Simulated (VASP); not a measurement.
Here is a VASP 6.6.1 calculation.

Contents of POSCAR:

```
AlRu
1.0
    2.9916000000      0.0000000000      0.0000000000
    0.0000000000      2.9916000000      0.0000000000
    0.0000000000      0.0000000000      2.9916000000
Ru Al
1 1
Direct
    0.5000000000      0.5000000000      0.5000000000
    0.0000000000      0.0000000000      0.0000000000
```

INCAR.step1

```
ALGO = Normal
EDIFF = 1E-7
ENCUT = 600
GGA = PE
ISIF = 2
ISMEAR = -1
LASPH = T
LCHARG = T
LMAXMIX = 4
LREAL = F
LWAVE = F
NBANDS = 16
NELM = 80
PREC = Accurate
SIGMA = 0.05
```

KPOINTS.step1

```
k-points
0
Gamma
  9 9 9
```

The input INCAR.step2:

```
ALGO = Normal
EDIFF = 1E-7
ENCUT = 600
GGA = PE
ICHARG = 11
ISIF = 2
ISMEAR = 0
LASPH = T
LCHARG = F
LMAXMIX = 4
LREAL = F
LWAVE = F
NBANDS = 16
NELM = 80
PREC = Accurate
SIGMA = 0.05
```

File KPOINTS.step2:

```
path GXMGRX,MR
15
line-mode
reciprocal
 0.0000000000  0.0000000000  0.0000000000  G
 0.0000000000  0.5000000000  0.0000000000  X

 0.0000000000  0.5000000000  0.0000000000  X
 0.5000000000  0.5000000000  0.0000000000  M

 0.5000000000  0.5000000000  0.0000000000  M
 0.0000000000  0.0000000000  0.0000000000  G

 0.0000000000  0.0000000000  0.0000000000  G
 0.5000000000  0.5000000000  0.5000000000  R

 0.5000000000  0.5000000000  0.5000000000  R
 0.0000000000  0.5000000000  0.0000000000  X

 0.5000000000  0.5000000000  0.0000000000  M
 0.5000000000  0.5000000000  0.5000000000  R
```

Potentials or basis: VASP PAW PBE potentials, release 64 (Ru_sv_GW, Al_GW).

Launch:

```console
$ cat potpaw_PBE.64/Ru_sv_GW/POTCAR potpaw_PBE.64/Al_GW/POTCAR > POTCAR
$ cp INCAR.step1 INCAR
$ cp KPOINTS.step1 KPOINTS
$ mpirun -np 1 vasp_std > vasp.out
$ cp INCAR.step2 INCAR
$ cp KPOINTS.step2 KPOINTS
$ mpirun -np 1 vasp_std > vasp.out
```

(1) Predict the band gap along the path.

Results:

(1) none (metal or under the smearing width).
